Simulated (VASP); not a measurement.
NaH, 2 atoms in the cell. It takes space group Fm-3m (No. 225, cubic). The conventional cell has a = 4.831 Å, b = 4.831 Å, c = 4.831 Å, α = 90.00°, β = 90.00°, γ = 90.00°. Na (site symmetry m-3m) is surrounded by 6 H at 2.42 Å. H (site symmetry m-3m) has 6 Na at 2.42 Å as nearest neighbours. The cell is a database's computed one.

```yaml
Program: VASP 6.6.1
Task: single point
Functional: PBE
Potentials_or_basis: VASP PAW PBE potentials, release 64 (Na_pv, H)
Cutoff: 520 eV
k_mesh: 8 × 8 × 8
Occupations: gaussian, width 0.02 eV
Spin: no spin polarisation
Dipole_correction: no
Further_INCAR_settings: ALGO = Normal; EDIFF = 1e-06; NBANDS = 11
```

Potentials or basis: VASP PAW PBE potentials, release 64 (Na_pv, H).

The run is started by

```bash
$ cat potpaw_PBE.64/Na_pv/POTCAR potpaw_PBE.64/H/POTCAR > POTCAR
$ mpirun -np 1 vasp_std > vasp.out
```

Hardware: 1 thread of AMD EPYC 7R13 Processor (Zen 3) (shared host).

Q: How long does it take, and how much memory?

A: It took 14 s on 1 thread of AMD EPYC 7R13 Processor (Zen 3), on a shared host, peak memory 0.12 GiB. Counts: scf iterations 12, k points 29.
